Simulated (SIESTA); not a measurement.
Al:

```
CELL_PARAMETERS angstrom
0.00000 2.02481 2.02481
2.02481 0.00000 2.02481
2.02481 2.02481 0.00000
ATOMIC_POSITIONS crystal
Al 0.00000 0.00000 0.00000
```

| Item | Value |
| --- | --- |
| Program | SIESTA 5.4.2 |
| Task | relaxation of cell and atoms |
| Functional | PBE |
| Potentials or basis | PseudoDojo 0.4 standard (PBE files) |
| Basis | DZ (energy shift 0.003 Ry) |
| Grid cutoff | 500 Ry |
| Energy shift | 0.003 Ry |
| k mesh | 11 × 11 × 11 |
| Occupations | fermi-dirac, width 0.05 eV |
| Spin | no spin polarisation |

At the start: pressure 5.0 GPa; volume 16.60 Å³/atom.

Question: Where does the relaxation end?

Answer: Over 4 steps the energy falls by 15.7 meV/atom and the volume is 17.63 Å³/atom (+6.2 %); space group Fm-3m (No. 225, to 0.05 Å).

Step by step:
```tsv
step	energy change (eV)	largest force (eV/Å)	pressure (GPa)	volume (Å³)
1	0.0000	0.0000	5.04	16.60
2	-0.0097	0.0000	2.97	16.98
3	-0.0157	0.0000	0.28	17.56
4	-0.0157	0.0000	0.02	17.63
```

Final structure:
```
Al
1.0
     0.00000    2.06568    2.06568
     2.06568    0.00000    2.06568
     2.06568    2.06568    0.00000
Al
1
Direct
  0.00000 0.00000 0.00000
```

Caveat: the basis has no polarisation orbitals; the basis of atomic orbitals isn't converged, which shifts pressures, moduli and gaps.
